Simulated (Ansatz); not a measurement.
# Rh under compression and expansion

```xyz
2
Lattice="0.0000 2.7568 2.7568 2.7568 0.0000 2.7568 2.7568 2.7568 0.0000" Properties=species:S:1:pos:R:3 pbc="T T T"
Rh    0.0000    0.0000    0.0000
Rh    1.3784    1.3784    1.3784
```

The structure comes from a relaxation in the same program, started in the diamond type, and has space group Fd-3m. Whether it is a known phase or the ground state wasn't checked.

Methods: DFT, PBE, all-electron LAPW, scalar-relativistic (Ansatz 0.2.0); DFT, PBE, PAW with Ansatz's default frozen-core files, scalar-relativistic (Ansatz 0.2.0).

For LAPW: a Γ-centred 11×11×11 k mesh, Fermi–Dirac smearing of 0.08 eV, basis error target 1 meV/atom, no spin polarisation. PAW takes a cutoff of 420 eV at this cell. The Ansatz runs share mesh, smearing and spin set-up. Plane-wave (PAW) pressures include the program's estimate of the Pulay term.

The cell above is scaled evenly, with fractional coordinates and shape held.

```csv
V/V(cell),V (Å³/atom),"P, LAPW (GPa)","P, PAW (GPa)"
0.9500,19.905,7.59,7.54
0.9750,20.428,?,?
1.0000,20.952,0.04,0.02
1.0250,21.476,-2.94,-2.96
1.0500,22.000,-5.48,-5.50
```

Fill in the row V/V(cell) = 0.9750.

P, LAPW (GPa) = 3.53, P, PAW (GPa) = 3.49.

What do Birch–Murnaghan fits to the pressures give?

LAPW: V0 = 20.96 Å³/atom, B0 = 128 GPa, B0′ = 5.2; PAW: V0 = 20.96 Å³/atom, B0 = 128 GPa, B0′ = 5.2.

PAW's V0 lies -0.02 % from the all-electron value and its B0 -0.1 %. Symmetry fixes shape and coordinates here, so this is the relaxed modulus.
